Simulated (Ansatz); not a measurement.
NbP:

```xyz
4
Lattice="-1.6749 1.6749 5.7401 1.6749 -1.6749 5.7401 1.6749 1.6749 -5.7401" Properties=species:S:1:pos:R:3 pbc="T T T"
Nb    1.6749    0.0000    2.8687
Nb    0.0000    0.0000    5.7387
P     0.0000    1.6749    3.8200
P     0.0000    0.0000    0.9500
```

The cell is a database's computed one.

```yaml
Program: Ansatz 0.2.0
Task: relaxation of cell and atoms
Functional: PBEsol
Dispersion: D3(BJ)
Potentials_or_basis: Ansatz PAW
Cutoff: "420 eV (not typed: the program's choice for these potentials)"
k_mesh: 11 × 11 × 11
Occupations: fermi-dirac, width 0.05 eV
Spin: no spin polarisation
```

At the start: volume 16.10 Å³/atom.

Question: How do energy, volume and symmetry change on relaxing?

Answer: It ends after 5 steps and the volume is 15.08 Å³/atom (-6.3 %); space group I4_1md (No. 109, to 0.05 Å).

The path:
```
step  energy change (eV)  largest force (eV/Å)  volume (Å³)
   1              0.0000                0.0174        64.41
   2             -0.1089                0.0207        58.14
   3             -0.1651                0.0056        60.57
   4             -0.1658                0.0012        60.34
   5             -0.1652                0.0012        60.34
```

Final structure:
```
CELL_PARAMETERS angstrom
-1.64606 1.64606 5.56705
1.64606 -1.64606 5.56705
1.64606 1.64606 -5.56705
ATOMIC_POSITIONS crystal
Nb 0.25039 0.75039 0.50000
Nb 0.50039 0.50039 0.00000
P 0.83224 0.33224 0.50000
P 0.08224 0.08224 0.00000
```

Caveat: the plane-wave basis is chosen anew once the cell has moved, so the energies of steps on either side of that aren't comparable; the PAW data sets come from PBE, with cores solved anew for the run's functional, which leaves a small shift of forces and pressure.
